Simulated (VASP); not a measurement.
Runs of VASP 6.6.1 on PbSe (Clausthalite). The structure is cubic, space group Fm-3m (No. 225). The conventional cell has a = 6.121 Å, b = 6.121 Å, c = 6.121 Å, α = 90.00°, β = 90.00°, γ = 90.00°. Around Pb (site symmetry m-3m) lie 6 Se at 3.06 Å. Se (site symmetry m-3m) has 6 Pb at 3.06 Å as nearest neighbours. 

| task | level | cell | cutoff (eV) | smearing | gap on the mesh (eV) | pressure (GPa) | relaxed volume (Å³/atom) |
| --- | --- | --- | --- | --- | --- | --- | --- |
| single point | PBE | as given | 520 | gaussian 0.027 eV | (b) | 2.4 | - |
| band structure | SCAN | as given | 520 | fermi-dirac 0.05 eV | 0.51 | 0.9 | - |
| relaxation of cell and atoms | rSCAN | relaxed | 600 | fermi-dirac 0.05 eV | (a) | 0.0 | 29.52 |
| relaxation of cell and atoms | SCAN | relaxed | 600 | fermi-dirac 0.05 eV | 0.56 | 0.0 | 29.14 |
| relaxation of cell and atoms | r2SCAN | relaxed | 600 | fermi-dirac 0.05 eV | 0.67 | 0.0 | 29.48 |

Alike in all rows: potentials or basis VASP PAW PBE potentials, release 64 (Pb_d, Se); no spin polarisation; k mesh 8 × 8 × 8.

Problem. Fill in the values left out.

Solution. (a) 0.65; (b) 0.29.

Caveats: spin-orbit coupling is left out, which as a rule narrows the gap of such compounds by several tenths of an eV; the PAW data sets were made with another functional, which shifts forces and pressure a little (some runs).

A k mesh can miss the band edges, and the runs leave out spin-orbit coupling on Pb, Se.
